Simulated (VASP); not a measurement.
# N (P4_2/mnm) in VASP: notebook, part 2 of 2

VASP 6.6.1.

## 5. Single point, PBEsol

Input file INCAR:

```
PREC = Accurate
ENCUT = 460
EDIFF = 1E-6
ISMEAR = 0
SIGMA = 0.01
LREAL = F
LASPH = T
NELM = 100
ALGO = Normal
ISIF = 2
LWAVE = F
LCHARG = F
GGA = PS
ADDGRID = F
```

Input file KPOINTS:

```
regular mesh
0
Gamma
  3 3 2
```

Input file POSCAR:

```
N
1.0
    4.0840619700      0.0000000000      0.0000000000
    0.0000000000      4.0840619700      0.0000000000
    0.0000000000      0.0000000000      5.3459132500
N
4
Direct
    0.4042752000      0.5957248000      0.5000000000
    0.0957248000      0.0957248000      0.0000000000
    0.5957248000      0.4042752000      0.5000000000
    0.9042752000      0.9042752000      0.0000000000
```

Potentials or basis: VASP PAW PBE potentials, release 64 (N).

Run with:

```
cat potpaw_PBE.64/N/POTCAR > POTCAR
mpirun -np 1 vasp_std > vasp.out
```

OUTCAR:

```text
PREC = Accurate
   ENCUT = 460
   EDIFF = 1E-6
   ISMEAR = 0
   LREAL = F
   LASPH = T
   NELM = 100
   ISIF = 2
   GGA = PS

 Found      6 irreducible k-points:

 Following reciprocal coordinates:
            Coordinates               Weight
  0.000000  0.000000  0.000000      1.000000
  0.333333  0.000000  0.000000      4.000000
  0.333333  0.333333  0.000000      4.000000
  0.000000  0.000000  0.500000      1.000000
  0.333333  0.000000  0.500000      4.000000
  0.333333  0.333333  0.500000      4.000000
   k-points           NKPTS =      6   k-points in BZ     NKDIM =      6   number of bands    NBANDS=     14
   number of dos      NEDOS =    301   number of ions     NIONS =      4
   total plane-waves  NPLWV =  36000
   dimension x,y,z NGX =    30 NGY =   30 NGZ =   40
   dimension x,y,z NGXF=    60 NGYF=   60 NGZF=   80
   ions per type =               4
   NGX,Y,Z   is equivalent  to a cutoff of  12.21, 12.21, 12.44 a.u.
   NGXF,Y,Z  is equivalent  to a cutoff of  24.42, 24.42, 24.88 a.u.
 SYSTEM =  unknown system
   PREC   = accura    normal or accurate (medium, high low for compatibility)
   ISTART =      0    job   : 0-new  1-cont  2-samecut
   ICHARG =      2    charge: 1-file 2-atom 10-const
   ISPIN  =      1    spin polarized calculation?
   LNONCOLLINEAR =      F non collinear calculations
   LSORBIT =      F    spin-orbit coupling
   LASPH  =      T    aspherical Exc in radial PAW
   ENCUT  =  460.0 eV  33.81 Ry    5.81 a.u.   7.14  7.14  9.35*2*pi/ulx,y,z
   NELM   =    100;   NELMIN=  2; NELMDL= -5     # of ELM steps
   EDIFF  = 0.1E-05   stopping-criterion for ELM
   LREAL  =      F    real-space projection
   EDIFFG = 0.1E-04   stopping-criterion for IOM
   NSW    =      0    number of steps for IOM
   IBRION =     -1    ionic relax: 0-MD 1-quasi-New 2-CG
   NFREE  =      0    steps in history (QN), initial steepest desc. (CG)
   ISIF   =      2    stress and relaxation
   ISYM   =      2    0-nonsym 1-usesym 2-fastsym
   POTIM  = 0.5000    time-step for ionic-motion
   TEBEG  =    0.0;   TEEND  =   0.0 temperature during run
   PSTRESS=    0.0 pullay stress
   NELECT =      20.0000    total number of electrons
   NUPDOWN=      -1.0000    fix difference up-down
   EMIN   =  10.00;   EMAX   =-10.00  energy-range for DOS
   EFERMI =   0.00;   METHOD = LEGACY
   ISMEAR =     0;   SIGMA  =   0.01  broadening in eV -4-tet -1-fermi 0-gaus
[... 23 lines left out ...]
 number of electron      20.0000000 magnetization

 Free energy of the ion-electron system (eV)
  ---------------------------------------------------
  ext. energy  EPLUGINS =         0.00000000
  ---------------------------------------------------
  free energy    TOTEN  =       -34.12395753 eV

  energy without entropy =      -34.12395753  energy(sigma->0) =      -34.12395753

 E-fermi :  -6.3522     XC(G=0):  -6.4904

 val. band max:       -6.4201987701   @ k =   0.3333   0.3333   0.0000
 cond. band min:       0.4604112289   @ k =   0.0000   0.0000   0.0000
 fundamental gap:      6.8806099990
 Fermi energy:        -6.3521592915

 k-point     1 :       0.0000    0.0000    0.0000
  band No.  band energies     occupation
      1     -24.7696      2.00000
      2     -24.7057      2.00000
      3      -9.7142      2.00000
      4      -9.7142      2.00000
      5      -8.4588      2.00000
      6      -7.8874      2.00000
      7      -7.8874      2.00000
      8      -7.7945      2.00000
      9      -7.3819      2.00000
     10      -6.5700      2.00000
     11       0.4604      0.00000
     12       1.3376      0.00000
     13       1.7067      0.00000
     14       1.7067      0.00000
[... 71 lines left out ...]
      1     -24.7193      2.00000
      2     -24.7191      2.00000
      3     -10.0442      2.00000
      4     -10.0015      2.00000
      5      -8.3785      2.00000
      6      -8.1960      2.00000
      7      -8.0561      2.00000
      8      -7.9504      2.00000
      9      -6.4933      2.00000
     10      -6.4691      2.00000
     11       1.2744      0.00000
     12       1.3274      0.00000
     13       1.8733      0.00000
     14       1.9951      0.00000

------------------------ aborting loop because EDIFF is reached ----------------------------------------

  FORCE on cell =-STRESS in cart. coord.  units (eV):
  Direction    XX          YY          ZZ          XY          YZ          ZX
  --------------------------------------------------------------------------------------
  -------------------------------------------------------------------------------------
  Total        0.8059369      0.8059369     -0.3272415      0.0000000      0.0000000      0.0000000
  in kB       14.4812178     14.4812178     -5.8799330      0.0000000      0.0000000      0.0000000
  external PRESSURE =       7.6941675 kB  Pullay stress =       0.0000000 kB

 VOLUME and BASIS-vectors are now :
 -----------------------------------------------------------------------------
  energy-cutoff  :      460.00
  volume of cell :       89.17
      direct lattice vectors                 reciprocal lattice vectors
     4.084061970  0.000000000  0.000000000     0.244854267  0.000000000  0.000000000
     0.000000000  4.084061970  0.000000000     0.000000000  0.244854267  0.000000000
     0.000000000  0.000000000  5.345913250     0.000000000  0.000000000  0.187058778

 POSITION                                       TOTAL-FORCE (eV/Angst)
 -----------------------------------------------------------------------------------
      1.65108      2.43298      2.67296        -0.741276      0.741276     -0.000000
      0.39095      0.39095      0.00000         0.741276      0.741276     -0.000000
      2.43298      1.65108      2.67296         0.741276     -0.741276      0.000000
      3.69312      3.69312      0.00000        -0.741276     -0.741276      0.000000
 -----------------------------------------------------------------------------------
    total drift:                                0.000000     -0.000000      0.000000

  FREE ENERGIE OF THE ION-ELECTRON SYSTEM (eV)
  ---------------------------------------------------
  free  energy   TOTEN  =       -34.1239575311 eV

  energy  without entropy=      -34.1239575311  energy(sigma->0) =      -34.12395753
```

stdout:

```text
POSCAR found type information on POSCAR N
 POSCAR found :  1 types and       4 ions
 scaLAPACK will be used
 -----------------------------------------------------------------------------
|                                                                             |
|                                                                             |
|     You enforced a specific xc type in the INCAR file but a different       |
|     I HOPE YOU KNOW WHAT YOU ARE DOING!                                     |
|                                                                             |
 -----------------------------------------------------------------------------

 LDA part: xc-table for (Slater+PW92), standard interpolation
 POSCAR, INCAR and KPOINTS ok, starting setup
 FFT: planning ... GRIDC
 FFT: planning ... GRID_SOFT
 FFT: planning ... GRID
 WAVECAR not read
 entering main loop
```

Wall time 6.7 s (1 thread of Intel Xeon Platinum 8259CL at 2.50GHz (Skylake/Cascade Lake), shared host); peak memory 0.16 GiB.

The run converged, but some of its settings lie outside the range that counts as converged, so its numbers aren't taken as properties of the crystal.

Results:

```
Free energy            : -34.1240 eV
Pressure               : 0.8 GPa
Largest force          : 1.048 eV/Å
Band gap on the k mesh : 6.88 eV, indirect (least direct gap 7.03 eV)
```

Caveat: the k mesh is coarse (spacing up to 0.59 Å⁻¹), so the values aren't converged; the cutoff is under 1.25 times the usual one of these potentials, so pressure, stress and relaxed cells hold a basis-set (Pulay) error; the standard files for N, O and F lose accuracy on very short bonds; the PAW data sets were made with another functional, which shifts forces and pressure a little; an odd mesh through Γ misses points on the zone boundary, where band edges often lie.

## 6. Single point, PBEsol

Input file INCAR:

```
PREC = Low
ENCUT = 460
EDIFF = 1E-6
ISMEAR = 0
SIGMA = 0.05
LREAL = F
LASPH = T
NELM = 100
ALGO = Normal
ISIF = 2
LWAVE = F
LCHARG = F
GGA = PS
ADDGRID = F
```

KPOINTS is that of step 5.

POSCAR is that of step 5.

Potentials or basis: VASP PAW PBE potentials, release 64 (N).

Run with:

```
cat potpaw_PBE.64/N/POTCAR > POTCAR
mpirun -np 1 vasp_std > vasp.out
```

Run time: 3.3 s. Hardware: 1 thread of Intel Xeon Platinum 8259CL at 2.50GHz (Skylake/Cascade Lake), shared host; peak memory 0.11 GiB.

These settings aren't checked as converged: the numbers below hold their error.

Results:

```yaml
Free_energy: -34.1269 eV
Pressure: 0.8 GPa
Largest_force: 1.046 eV/Å
Band_gap_on_the_k_mesh: 6.88 eV, indirect (least direct gap 7.03 eV)
```

Caveat: the k mesh is coarse (spacing up to 0.59 Å⁻¹), so the values aren't converged; the cutoff is under 1.25 times the usual one of these potentials, so pressure, stress and relaxed cells hold a basis-set (Pulay) error; the standard files for N, O and F lose accuracy on very short bonds; the PAW data sets were made with another functional, which shifts forces and pressure a little; an odd mesh through Γ misses points on the zone boundary, where band edges often lie.

## 7. The reference run

An earlier run on the cell as given: functional PBE; potentials or basis VASP PAW PBE potentials, release 64 (N); cutoff 520 eV; k mesh 7 × 7 × 5; occupations fermi-dirac, width 0.05 eV; no spin polarisation.

- Pressure: 1.8 GPa
- Largest force: 1.072 eV/Å
- Band gap on the k mesh: 6.90 eV, indirect (least direct gap 7.08 eV)
